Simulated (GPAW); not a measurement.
# CuI (Marshite) in GPAW: convergence with bands over the usual count

Input of the first run (bands over the usual count 0.72); the others differ in this setting and in those tied to it:

run.py

```python
from ase import Atoms
from ase.dft.bandgap import bandgap
from ase.io import write
from ase.units import GPa
from gpaw import GPAW, PW

atoms = Atoms(['I', 'Cu'],
              cell=[[0.0, 3.0315, 3.0315],
                    [3.0315, 0.0, 3.0315],
                    [3.0315, 3.0315, 0.0]],
              scaled_positions=[[0.0, 0.0, 0.0],
                                [0.75, 0.75, 0.75]],
              pbc=True)

calc = GPAW(mode=PW(600),
            xc='PBE',
            kpts={'size': (8, 8, 8), 'gamma': True},
            occupations={'name': 'fermi-dirac', 'width': 0.05},
            nbands=14,
            convergence={'density': 1e-05, 'energy': 1e-05},
            maxiter=100,
            txt='gpaw.txt')
atoms.calc = calc
energy = atoms.get_potential_energy()
forces = atoms.get_forces()
stress = atoms.get_stress()
calc.write('gs.gpw')
write('result.traj', atoms)
print(f'Energy: {energy:.6f} eV')
print('Forces (eV/A):')
print(forces.round(4))
print('Stress (GPa):', (stress / GPa).round(3))
print('Fermi level:', round(calc.get_fermi_level(), 4), 'eV')
print(f'Gap: {bandgap(calc)[0]:.4f} eV, direct: {bandgap(calc, direct=True)[0]:.4f} eV')
```

Potentials or basis: GPAW PAW data sets (gpaw-data 1.2.1), pw.

Run with:

```bash
$ OMP_NUM_THREADS=1 python run.py
```

Hardware: 1 thread of Intel(R) Xeon(R) Platinum 8375C CPU @ 2.90GHz (Ice Lake) (shared host).

```tsv
bands over the usual count	energy less the tightest run, at zero smearing (meV/atom)	SCF cycles	CPU time (s)	peak memory (GiB)
0.72	0.00	10	14	0.17
0.8	0.00	10	16	0.17
0.9	0.00	10	12	0.17
1	0.00	10	13	0.17
1.3	0.00	10	23	0.18
1.7	0.00	10	23	0.18
2.5	0.00	10	29	0.2
```

Against the tightest run, the energy stays within 1 meV/atom from 0.72 on. The tightest run that finished is the yardstick and may itself not be fully converged.

Caveat, for the tightest run too: with this Cu data set, volumes or pressures lay over 1.5 % or 2 GPa off other programs in two to four cells of ten; spin-orbit coupling is left out, which moves the levels of the heavy elements.
